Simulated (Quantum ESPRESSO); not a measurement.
## C in Quantum ESPRESSO: the effect of functional

Crystal: C.

```
C
1.0
     0.00000    1.78337    1.78337
     1.78337    0.00000    1.78337
     1.78337    1.78337    0.00000
C
2
Direct
  0.75000 0.75000 0.75000
  0.50000 0.50000 0.50000
```

This isn't the form of C at room conditions, which is graphite.

Alike in all runs:

* Program: Quantum ESPRESSO 7.5
* Task: band structure
* Potentials or basis: SG15 PBE 1.2
* Cutoff: 1197 eV
* Density cutoff: 4789 eV
* k mesh: 13 × 13 × 13
* Occupations: fermi-dirac, width 0.05 eV
* Spin: no spin polarisation

Question: One run gave: gap on the mesh 4.58 eV; pressure 9.7 GPa. Which functional did it use?
A. LDA
B. revPBE
C. PBEsol
D. AM05
E. EV93PW91

Answer: E.

```csv
functional,gap on the mesh (eV),pressure (GPa)
LDA,3.94,-2.2
PBEsol,4.00,-2.7
RPBE,4.26,1.9
AM05,3.99,-3.2
revPBE,4.24,1.4
EV93PW91,4.58,9.7
```

Caveats: the potentials were made for another functional, which shifts forces and pressure; the potentials were made for a functional far from this one (some runs).

Runs at the PBE level aren't shown here.
